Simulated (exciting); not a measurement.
# NiO (Fm-3m) in exciting: single point with RPBE

Aim: the single point of NiO with RPBE.

Everything below comes from runs of exciting (release sodium). Logs are shortened: lines on timing, memory, paths and dates and some standing lists are left out, and cuts for length are marked.

### 1 The structure

It takes space group Fm-3m (No. 225, cubic). Conventional cell: a = 4.172 Å, b = 4.172 Å, c = 4.172 Å, α = 90.00°, β = 90.00°, γ = 90.00°. Around Ni (site symmetry m-3m) lie 6 O at 2.09 Å. Around O (site symmetry m-3m) lie 6 Ni at 2.09 Å.

### 2 Single point, RPBE, collinear spin, ferromagnetic start

The input, input.xml:

```xml
<input>
  <title>NiO</title>
  <structure speciespath="./" tshift="false">
    <crystal scale="1">
      <basevect>0.000000000000 5.574522729288 0.000000000000</basevect>
      <basevect>-4.551578748620 2.787261364644 1.609226099225</basevect>
      <basevect>0.000000000000 2.787261364644 4.827678297674</basevect>
    </crystal>
    <species speciesfile="Ni.xml" rmt="2">
      <atom coord="0.000000000000 0.000000000000 0.000000000000" bfcmt="0 0 -8"/>
    </species>
    <species speciesfile="O.xml" rmt="1.45">
      <atom coord="0.500000000000 0.500000000000 0.500000000000" bfcmt="0 0 0"/>
    </species>
  </structure>
  <groundstate do="fromscratch" ngridk="11 11 11" rgkmax="7.5" gmaxvr="14" lmaxapw="10" lmaxmat="10" lmaxvr="8" stype="Gaussian" swidth="0.00367493" nempty="24" ValenceRelativity="iora*" epsengy="1e-05" epspot="1e-05" maxscl="90" tforce="true" outputlevel="normal">
    <libxc exchange="XC_GGA_X_RPBE" correlation="XC_GGA_C_PBE"/>
    <spin reducebf="0.5"/>
  </groundstate>
</input>
```

Potentials or basis: all-electron LAPW+lo, shipped species files, valence relativity iora*.

Launch:

```bash
$ OMP_NUM_THREADS=1 exciting_smp
```

INFO.OUT:

```text
================================================================================
EXCITING SODIUM started
[... 10 lines left out ...]

 Lattice vectors (cartesian) :
      0.0000000000      5.5745227293      0.0000000000
     -4.5515787486      2.7872613646      1.6092260992
      0.0000000000      2.7872613646      4.8276782977

 Reciprocal lattice vectors (cartesian) :
      0.4601469552      1.1271252468     -0.6507460646
     -1.3804408655      0.0000000000      0.0000000000
      0.4601469552     -0.0000000000      1.3014921293

 Unit cell volume                           :     122.4920982070
 Brillouin zone volume                      :       2.0250303250

 Species :    1 (Ni)
     parameters loaded from                 :    Ni.xml
     name                                   :    nickel
     nuclear charge                         :     -28.00000000
     electronic charge                      :      28.00000000
     atomic mass                            :  106991.52300000
     muffin-tin radius                      :       2.00000000
     # of radial points in muffin-tin       :     350

     atomic positions (lattice) :
       1 :   0.00000000  0.00000000  0.00000000

     magnetic fields (cartesian) :
       1 :   0.00000000  0.00000000 -8.00000000

 Species :    2 (O)
     parameters loaded from                 :    O.xml
     name                                   :    oxygen
     nuclear charge                         :      -8.00000000
     electronic charge                      :       8.00000000
     atomic mass                            :   29165.12203000
     muffin-tin radius                      :       1.45000000
     # of radial points in muffin-tin       :     250

     atomic positions (lattice) :
       1 :   0.50000000  0.50000000  0.50000000

     magnetic fields (cartesian) :
       1 :   0.00000000  0.00000000  0.00000000

[... 37 lines left out ...]
 Total number of local-orbitals             :      16

 Exchange-correlation type                  :     100
     libxc; exchange: Hammer, Hansen, and Norskov; correlation: Perdew, Burke & Ernzerhof (see libxc for references)

 Smearing scheme                            :    Gaussian
 Smearing width                             :       0.00367493

 Using multisecant Broyden potential mixing
[... 16 lines left out ...]
+ SCF iteration number :    1                                                  +
++++++++++++++++++++++++++++++++++++++++++++++++++++++++++++++++++++++++++++++++
 Total energy                               :     -1599.61191472
 _______________________________________________________________
 Fermi energy                               :         0.27773540
 Kinetic energy                             :      1619.61340238
 Coulomb energy                             :     -3146.56011633
 Exchange energy                            :       -71.05940285
 Correlation energy                         :        -1.60579791
 No external B-field energy in total energy
[... 359 lines left out ...]
 RMS change in effective potential (target) :  0.200016E-01  ( 0.100000E-04)
 Absolute change in total energy   (target) :  0.189088      ( 0.100000E-04)
 Charge distance                   (target) :  0.673411E-03  ( 0.100000E-04)
 Abs. change in max-nonIBS-force   (target) :   0.00000      ( 0.500000E-04)

++++++++++++++++++++++++++++++++++++++++++++++++++++++++++++++++++++++++++++++++
[... 61 further cycles ...]
+ SCF iteration number :   72                                                  +
++++++++++++++++++++++++++++++++++++++++++++++++++++++++++++++++++++++++++++++++
 Total energy                               :     -1596.29839503
 _______________________________________________________________
 Fermi energy                               :         0.31329494
 Kinetic energy                             :      1620.38596721
 Coulomb energy                             :     -3144.29804567
 Exchange energy                            :       -70.77373501
 Correlation energy                         :        -1.61258156
 No external B-field energy in total energy
[... 364 lines left out ...]
 RMS change in effective potential (target) :  0.994555E-08  ( 0.100000E-04)
 Absolute change in total energy   (target) :  0.163306E-05  ( 0.100000E-04)
 Charge distance                   (target) :  0.399139E-08  ( 0.100000E-04)
 Abs. change in max-nonIBS-force   (target) :   0.00000      ( 0.500000E-04)

++++++++++++++++++++++++++++++++++++++++++++++++++++++++++++++++++++++++++++++++
| Convergency criteria checked for the last 2 iterations                       +
| Convergence targets achieved. Performing final SCF iteration                 +
++++++++++++++++++++++++++++++++++++++++++++++++++++++++++++++++++++++++++++++++
 Total energy                               :     -1596.29779500
 _______________________________________________________________
 Fermi energy                               :         0.31330029
 Kinetic energy                             :      1620.38645381
 Coulomb energy                             :     -3144.29794995
 Exchange energy                            :       -70.77371804
 Correlation energy                         :        -1.61258082
 No external B-field energy in total energy
[... 14 lines left out ...]
 Moments :
     interstitial                           :        -0.00000000
     moment in muffin-tin spheres :
                  atom     1    Ni          :        -0.00000000
                  atom     2     O          :        -0.00000000
     total moment in muffin-tins            :        -0.00000000
     total moment                           :        -0.00000000

++++++++++++++++++++++++++++++++++++++++++++++++++++++++++++++++++++++++++++++++
+ Self-consistent loop stopped                                                 +
++++++++++++++++++++++++++++++++++++++++++++++++++++++++++++++++++++++++++++++++
 STATE.OUT is written

--------------------------------------------------------------------------------
- Writing atomic positions and forces                                          -
--------------------------------------------------------------------------------

 Atomic positions (lattice) :
 atom     1  Ni  :     0.00000000    0.00000000    0.00000000
 atom     2   O  :     0.50000000    0.50000000    0.50000000

 Total atomic forces including IBS (cartesian) :
 atom     1  Ni  :    -0.00000000   -0.00000000    0.00000000
 atom     2   O  :     0.00000000    0.00000000   -0.00000000

 Atomic force components including IBS (cartesian) :
 atom     1  Ni  :     0.00000000    0.00000000    0.00000000   HF force
                 :    -0.00000000    0.00000000    0.00000000   core correction
                 :     0.00000000    0.00000000   -0.00000000   IBS correction
 atom     2   O  :    -0.00000000   -0.00000000   -0.00000000   HF force
                 :     0.00000000   -0.00000000   -0.00000000   core correction
                 :    -0.00000000   -0.00000000    0.00000000   IBS correction

********************************************************************************
[... 7 lines left out ...]
| EXCITING SODIUM stopped                                                      =
================================================================================
```

WARNINGS.OUT:

```text
Inversion symmetry is present. Consider using input%groundstate%solver%type = "inversionsymmetry"
```

Run time: 13 min. Hardware: 1 thread of Arm Neoverse V2, shared host; peak memory 0.16 GiB.

Results:

```
Free energy                                       : -43437.4885 eV
Band gap on the k mesh                            : none (metal or under the smearing width)
Net moment                                        : 0.00 μB per cell
All electrons inside the program's atomic spheres : Ni 26.25; O 6.62 (radii Ni 2.0, O 1.45 bohr)
Density of states at the Fermi level              : 2.52 states/eV per cell
```

Levels at points of the mesh, in eV from the Fermi level:
Spin up:
```csv
k point,band 7,band 8,band 9,band 10,band 11,band 12,band 13,band 14,band 15,band 16
"(0.00, 0.00, 0.00)",-3.19,-1.89,-1.89,-1.89,-1.53,-1.53,1.63,17.84,19.31,19.31
```
Spin down:
```
           k point  band 8  band 9  band 10  band 11  band 12  band 13  band 14  band 15
(0.00, 0.00, 0.00)   -1.89   -1.89    -1.89    -1.53    -1.53     1.63    17.84    19.31
```

Caveat: the log's total energy holds no entropy term; the free energy is that total less TS from the occupations; the starting moments collapsed, and a magnetic state may lie lower; semilocal functionals often make such compounds metallic where correlation or magnetic order opens a gap, which also shifts bond lengths. With open d or f shells a metallic result of RPBE can be an artefact of self-interaction; +U or a hybrid may open a gap.
